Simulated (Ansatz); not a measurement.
# Ni (Fm-3m) in Ansatz: notebook

Aim: see how the results for Ni move with the level of theory and the settings. Levels: PBE, LDA. Tasks: band structure.

Everything below comes from runs of Ansatz 0.2.0. Logs are shortened: lines on timing, memory, paths and dates and some standing lists are left out, and cuts for length are marked.

## (1) The crystal as given

The structure is cubic, space group Fm-3m (No. 225). The conventional cell has a = 3.475 Å, b = 3.475 Å, c = 3.475 Å, α = 90.00°, β = 90.00°, γ = 90.00°. Ni (site symmetry m-3m) has 12 Ni at 2.46 Å as nearest neighbours.

## (2) Band structure, PBE, collinear spin, ferromagnetic start

input.yaml

```yaml
crystal:
  lattice:
    - [0.0, 1.737572933, 1.737572933]
    - [1.737572933, 0.0, 1.737572933]
    - [1.737572933, 1.737572933, 0.0]
  atoms:
    - { symbol: Ni, position: [0.0, 0.0, 0.0], spin: 1.0 }
kpoints:
  mp_grid: { grid: [13, 13, 13] }
  band_path:
    path:
      - [0.0, 0.0, 0.0]
      - [0.5, 0.0, 0.5]
      - [0.5, 0.25, 0.75]
      - [0.375, 0.375, 0.75]
      - [0.0, 0.0, 0.0]
      - [0.5, 0.5, 0.5]
      - [0.625, 0.25, 0.625]
      - [0.5, 0.25, 0.75]
    npoints: 12
scf:
  occupations: { method: fermi_dirac, width: 0.05 }
hamiltonian:
  xc: pbe
  pseudopotentials: { kind: all_electron, lapw: { basis_error: 0.001 } }
magnetization:
  spin_polarized: true
output:
  forces: true
  stress: true
  eigenvalues: true
```

Potentials or basis: all-electron LAPW, scalar-relativistic.

Command:

```bash
$ ansatz run input.yaml --threads 2 --pin off --max-ram 6144MiB --backend cpu --events-out ev --progress --plain --runs-dir out
```

Log:

```text
Warning: RAYON_NUM_THREADS=2 ignored (pool sized by the plan → 2); use --threads N
LAPW: plane waves up to 9.160 Å⁻¹, error target 1.0e-3 eV per atom; small_component_spin mean_spin; Ni in spheres of 1.229 Å, 18 of its electrons in bands, Dirac shells [] (how accurate: hamiltonian.pseudopotentials.lapw.basis_error, Limitations)
Engine: ansatz 0.2.0, aarch64-unknown-linux-gnu
Pseudopotentials: kind: all_electron
Pseudopotential: Ni, LAPW, valence charge 18, lapw/all_electron/scalar/gaussian/Ni, Koelling and Harmon's equation, gaussian nucleus
Functional definition: PBE
  parameter kappa = 0.804
  parameter beta = 0.06672455060314922
  exchange = pbe_x(kappa = kappa, mu = beta*pi^2/3)
  correlation = pbe_c(beta = beta)
Crystal: 1 atoms, lattice volume = 10.492 Å³
Basis set: ecut = 319.66886515584486 eV, 137 PW (Γ), exchange–correlation at level 2
Bands: 14, of which v1, the nominal top of the filled ones, is band 9 counted from 1 (8 counted from 0)
Symmetry: 48 space group operations
Space group: Fm-3m (ITA 225), of the structure as read, at distance tolerance 2.2e-5 Å
Magnetic group: BNS 225.116 (UNI 1618), of the structure as read, at distance tolerance 2.2e-5 Å
k-points: 84 of 2197
Non-local potential: Ni, projectors of the file, none
Initial density: superposition of atomic densities (chi_scale 0.1, normalization cell)
Starting moments: Σ|m| = 1 μB on 1 of 1 site
Initial wavefunctions: plane waves of lowest kinetic energy (no species holds an atomic orbital)
Functional: x = pbe(κ = 0.804, μ = 0.2195149727645171), c = pbe(β = 0.06672455060314922)
iter 1 solved again at ethr=9.81e-6 eV; its pass at ethr=1.00e-1 eV (dr2=1.77e-3 eV) is discarded
SCF iter   1: F=—  HF=-41382.845554 eV  |F-HF|=—  |Δ(HF+E_count)|=         —  Δρ=1.86e-2 (↑1.79e-2 ↓1.86e-2)  dr2=1.77e-3  dr2_m=3.15e-2  M=0.640 μB ∫|m|=0.683 μB  β_m=0.30  ethr=9.81e-6  ⟨swp⟩=3.9  Hψ=19301  notcnv=0
Mixer restart at iter 1: flushing history
preconditioner: auto → none  [metal: Δε(μ)=0.002 eV  Ē_g=17.192 eV  σ=0.050 eV  W_gap=0.01  n_scr=0 (ndim 8)  ℏωp=36.3 eV  f_vac=0.000  D(μ)=1.64/eV (n_scr^D=26)]
SCF iter   2: F=—  HF=-41382.850560 eV  |F-HF|=—  |Δ(HF+E_count)|=   5.01e-3  Δρ=1.30e-2 (↑1.27e-2 ↓1.30e-2)  dr2=7.24e-4  dr2_m=1.57e-2  M=0.637 μB ∫|m|=0.689 μB  β_m=0.63  ethr=9.81e-6  ⟨swp⟩=2.0  Hψ=6283  notcnv=0
SCF iter   3: F=—  HF=-41382.863499 eV  |F-HF|=—  |Δ(HF+E_count)|=   1.29e-2  Δρ=1.29e-3 (↑1.29e-3 ↓1.24e-3)  dr2=2.00e-4  dr2_m=5.33e-5  M=0.626 μB ∫|m|=0.703 μB  β_m=0.47  ethr=4.02e-6  ⟨swp⟩=3.0  Hψ=7156  notcnv=0
iter 4 solved again at ethr=2.85e-8 eV; its pass at ethr=1.11e-6 eV (dr2=5.12e-6 eV) is discarded
SCF iter   4: F=—  HF=-41382.859001 eV  |F-HF|=—  |Δ(HF+E_count)|=         —  Δρ=5.37e-4 (↑3.61e-4 ↓5.37e-4)  dr2=5.11e-6  dr2_m=1.70e-5  M=0.630 μB ∫|m|=0.707 μB  β_m=0.73  ethr=2.85e-8  ⟨swp⟩=2.1  Hψ=11076  notcnv=0
the basis was enlarged: its passes take 909.3 KiB over the memory plan, 2 of 2 planned eigensolver slots
SCF iter   5: F=—  HF=-41382.859291 eV  |F-HF|=—  |Δ(HF+E_count)|=   2.90e-4  Δρ=2.32e-4 (↑1.60e-4 ↓2.32e-4)  dr2=4.20e-7  dr2_m=3.50e-6  M=0.630 μB ∫|m|=0.711 μB  β_m=0.87  ethr=2.84e-8  ⟨swp⟩=3.0  Hψ=6836  notcnv=0
SCF iter   6: F=—  HF=-41382.859392 eV  |F-HF|=—  |Δ(HF+E_count)|=   1.01e-4  Δρ=1.40e-5 (↑1.40e-5 ↓8.65e-6)  dr2=9.98e-9  dr2_m=7.43e-9  M=0.630 μB ∫|m|=0.714 μB  β_m=0.86  ethr=2.33e-9  ⟨swp⟩=3.5  Hψ=7349  notcnv=0
SCF iter   7: F=—  HF=-41382.859391 eV  |F-HF|=—  |Δ(HF+E_count)|=   3.35e-7  Δρ=3.56e-6 (↑2.36e-6 ↓3.56e-6)  dr2=3.45e-10  dr2_m=7.06e-10  M=0.630 μB ∫|m|=0.715 μB  β_m=0.93  ethr=5.54e-11  ⟨swp⟩=3.0  Hψ=7045  notcnv=0
SCF iter   8: F=-41382.859391 eV  HF=-41382.859391 eV  |F-HF|=9.46e-11  |Δ(HF+E_count)|=   1.57e-8  Δρ=4.04e-7 (↑3.58e-7 ↓4.04e-7)  dr2=1.82e-13  dr2_m=1.39e-11  M=0.630 μB ∫|m|=0.715 μB  ethr=1.91e-12  ⟨swp⟩=3.0  Hψ=7083  notcnv=0
SCF 1 converged in 8 iterations: F = -41382.859391 eV  dr2 = 1.82e-13
NSCF: frozen V_eff on 85 k-points
SCF converged after 8 iterations
Magnetization: 0.6298 μB (9.3149 up, 8.6851 down)
Absolute magnetization: 0.7147 μB (∫|ρ↑−ρ↓|)
Spin contamination: 0.0064 ħ² per cell (⟨S²⟩ above its minimum at these occupations)
Per-site moments (μB) at R_I (Å): [(0.653218125424953, 1.228649585422192)]
Free energy (F): -41382.859391 eV
Harris-Foulkes:  -41382.859391 eV  (|F-HF|=9.46e-11)
Internal energy: -41382.846929 eV  (E = F + TS)
E sigma→0 (E₀):  -41382.853160 eV
Entropy (-TS):   -0.012462 eV (-12.462 meV/atom)
Fermi energy:    19.162833 eV
--- Per-component energies (eV) ---
  E_band       = -268.299371
  E_kinetic    = 42047.085877
  E_xc         = -1731.149537
  E_electrostatic = -81698.783270  (all electrons and nuclei)
  E_smearing   = -0.012462  (= −TS)
  E_closure    = 0.000000  (closes the sum)
  E_atoms      = -41375.755904  (free atoms, spherical and without spin; not in F)
  Σ components = -41382.859391   (vs F -41382.859391, Δ=0.00e0)
  Basis errors (estimates in eV, not in F): energy 2.2e-4 per atom: plane waves 1.7e-4 (1.2e-4 summed), levels above the bands 2.9e-209, relativity 6.1e-9, radial functions 4.6e-5, core shells 1.1e-9; eigenvalues (radial functions only) 5.6e-6; not estimated: angular momenta, meshes, grids; target (lapw.basis_error) 1.0e-3; muffin-tin radii Ni 1.229 Å
--- Forces (eV/Å), atoms counted from 1 ---
  atom   1  Ni     0.00000000     0.00000000    -0.00000000
  max |Σ_I F_I| component: 9.86e-32 eV/Å
--- Stress (GPa, compression-positive) ---
        8.057916       0.000000       0.000000
        0.000000       8.057916       0.000000
        0.000000       0.000000       8.057916
  P = ⅓ Tr σ = 8.0579 GPa (80.579 kbar)
--- Band table (eV; the first three rows and the last of 168) ---
  k-point 0 ↑: bands = ["-84.5851", "-44.8233", "-44.8233", "-44.8233", "9.7758", "16.5981", "16.5981", "16.5981", "17.8566", "17.8566", "42.9181", "47.1287", "47.1287", "47.1287"]
  k-point 1 ↑: bands = ["-84.5829", "-44.8377", "-44.8253", "-44.8253", "10.0133", "16.5347", "16.6518", "16.6518", "17.8339", "17.8339", "42.0998", "44.8493", "46.5963", "46.5963"]
  k-point 2 ↑: bands = ["-84.5766", "-44.8776", "-44.8310", "-44.8310", "10.7039", "16.3806", "16.7727", "16.7727", "17.8048", "17.8048", "38.7447", "43.8621", "45.7668", "45.7668"]
  k-point 83 ↓: bands = ["-83.6930", "-44.1845", "-44.1632", "-44.0980", "15.5505", "16.3509", "16.6675", "18.3603", "19.5319", "25.8781", "27.9073", "30.0144", "31.1224", "48.8044"]
```

Wall time 9.5 s (2 threads of Arm Neoverse V2, shared host); peak memory 0.35 GiB.

Results:

```
Free energy             : -41382.8594 eV
Pressure                : 8.1 GPa
Band gap along the path : none (metal or under the smearing width)
Net moment              : 0.63 μB per cell
Absolute moment         : 0.71 μB per cell
Site moments            : Ni +0.65 μB
```

Levels at the corners of the path, in eV from the Fermi level:
Spin up:
```tsv
point	band 5	band 6	band 7	band 8	band 9	band 10	band 11	band 12	band 13	band 14
Γ	-9.39	-2.56	-2.56	-2.56	-1.31	-1.31	23.76	27.97	27.97	27.97
X	-4.93	-4.45	-0.55	-0.47	-0.47	2.35	9.47	15.02	15.02	19.95
W	-4.00	-3.26	-3.26	-1.38	-0.47	7.84	7.84	10.13	11.39	30.70
K	-4.21	-3.94	-2.24	-1.14	-0.74	5.78	7.39	10.19	17.42	21.82
Γ	-9.39	-2.56	-2.56	-2.56	-1.31	-1.31	23.76	27.97	27.97	27.97
L	-5.12	-2.55	-2.55	-0.61	-0.61	-0.48	5.85	22.28	25.13	25.13
U	-4.21	-3.94	-2.24	-1.14	-0.74	5.78	7.39	10.19	17.42	21.82
W	-4.00	-3.26	-3.26	-1.38	-0.47	7.84	7.84	10.13	11.39	30.70
```
Spin down:
```csv
point,band 5,band 6,band 7,band 8,band 9,band 10,band 11,band 12,band 13
Γ,-9.42,-1.80,-1.80,-1.80,-0.72,-0.72,23.60,27.95,27.95
X,-4.60,-3.82,0.06,0.42,0.42,2.31,9.72,15.03,15.03
W,-3.62,-2.64,-2.64,-0.82,0.42,8.04,8.04,10.30,11.53
K,-3.80,-3.39,-1.62,-0.56,0.13,6.01,7.59,10.40,17.47
Γ,-9.42,-1.80,-1.80,-1.80,-0.72,-0.72,23.60,27.95,27.95
L,-4.68,-1.93,-1.93,-0.53,0.16,0.16,6.30,22.13,25.22
U,-3.80,-3.39,-1.62,-0.56,0.13,6.01,7.59,10.40,17.47
W,-3.62,-2.64,-2.64,-0.82,0.42,8.04,8.04,10.30,11.53
```

## (3) Band structure, LDA, collinear spin, ferromagnetic start

Edit input.yaml of step 2 so:

```diff
@@ -23,3 +23,3 @@
 hamiltonian:
-  xc: pbe
+  xc: lda
   pseudopotentials: { kind: all_electron, lapw: { basis_error: 0.001 } }
```

Potentials or basis: all-electron LAPW, scalar-relativistic.

Command:

```bash
$ ansatz run input.yaml --threads 2 --pin off --max-ram 6144MiB --backend cpu --events-out ev --progress --plain --runs-dir out
```

It took 9 s on 2 threads of Arm Neoverse V2, shared host; peak memory 0.35 GiB.

Results (log left out):

```yaml
Free_energy: -41316.6135 eV
Pressure: -10.3 GPa
Band_gap_along_the_path: none (metal or under the smearing width)
Net_moment: 0.62 μB per cell
Absolute_moment: 0.68 μB per cell
Site_moments: Ni +0.64 μB
```

Levels at the corners of the path, in eV from the Fermi level:
Spin up:
| point | band 5 | band 6 | band 7 | band 8 | band 9 | band 10 | band 11 | band 12 | band 13 | band 14 |
| --- | --- | --- | --- | --- | --- | --- | --- | --- | --- | --- |
| Γ | -9.37 | -2.50 | -2.50 | -2.50 | -1.27 | -1.27 | 23.84 | 27.93 | 27.93 | 27.93 |
| X | -4.91 | -4.40 | -0.51 | -0.38 | -0.38 | 2.36 | 9.51 | 14.97 | 14.97 | 20.05 |
| W | -3.97 | -3.20 | -3.20 | -1.35 | -0.38 | 7.87 | 7.87 | 10.21 | 11.32 | 30.70 |
| K | -4.18 | -3.90 | -2.18 | -1.11 | -0.66 | 5.82 | 7.43 | 10.20 | 17.37 | 21.87 |
| Γ | -9.37 | -2.50 | -2.50 | -2.50 | -1.27 | -1.27 | 23.84 | 27.93 | 27.93 | 27.93 |
| L | -5.08 | -2.51 | -2.51 | -0.54 | -0.54 | -0.43 | 5.88 | 22.39 | 25.02 | 25.02 |
| U | -4.18 | -3.90 | -2.18 | -1.11 | -0.66 | 5.82 | 7.43 | 10.20 | 17.37 | 21.87 |
| W | -3.97 | -3.20 | -3.20 | -1.35 | -0.38 | 7.87 | 7.87 | 10.21 | 11.32 | 30.70 |
Spin down:
```
point  band 6  band 7  band 8  band 9  band 10  band 11
    Γ   -1.84   -1.84   -1.84   -0.66    -0.66    23.82
    X   -3.85    0.13    0.38    0.38     2.41     9.81
    W   -2.65   -2.65   -0.77    0.38     8.10     8.10
    K   -3.40   -1.62   -0.50    0.09     6.07     7.66
    Γ   -1.84   -1.84   -1.84   -0.66    -0.66    23.82
    L   -1.91   -1.91   -0.40    0.16     0.16     6.30
    U   -3.40   -1.62   -0.50    0.09     6.07     7.66
    W   -2.65   -2.65   -0.77    0.38     8.10     8.10
```
